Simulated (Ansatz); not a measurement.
Starting cell, InN (zinc blende):

```
CELL_PARAMETERS angstrom
      0.00000     2.49330     2.49330
      2.49330     0.00000     2.49330
      2.49330     2.49330     0.00000
ATOMIC_POSITIONS crystal
  N  0.75000 0.75000 0.75000
  In 0.00000 0.00000 0.00000
```

Scan: atom 2 (In, nearest neighbour N at 2.159 Å; its periodic images, 3.5 Å or more away, move with it) is displaced along Cartesian z, direction (0.000, 0.000, 1.000) in Cartesian axes, by s. The other atoms stay.

Level of theory: PBEsol (plane waves to 420 eV, PAW, scalar-relativistic; Ansatz, an electronic-structure program). k mesh 9×9×9 (Γ-centred), Fermi-Dirac smearing 0.05 eV. Energies are smeared free energies. With partly filled bands, energies and forces of such displacements shift with the k mesh and the smearing. At this level the bands of InN touch or barely overlap; measurements give the solid a gap. InN was relaxed with its symmetry unable to fall. ΔE is measured from the undisplaced structure. The last digit holds for this mesh only.

```csv
s (Å),ΔE (meV/cell)
-0.430,774.5
-0.344,withheld
-0.258,300.7
-0.172,136.8
-0.086,34.7
0.000,0.0
0.086,34.7
0.172,136.8
0.258,300.7
0.344,withheld
0.430,774.5
```

Problem. Fit an even polynomial form (powers 2, 4) to the given rows and predict ΔE at s = -0.344.

Solution. Least squares on the 9 given rows: ΔE = (4704)·s² + (-2785)·s⁴, in meV/cell with s in Å; root-mean-square residual 0.06 meV/cell. At -0.344 the fit gives 517.7 meV/cell; the calculation gives 517.1 meV/cell, so the interpolation is off by 0.6 (+0.1 %). The quadratic term alone would give 556.7 meV/cell.

(For displaced atoms, the force is minus the slope of the energy, and its curvature is a force constant, which sets phonon frequencies.)
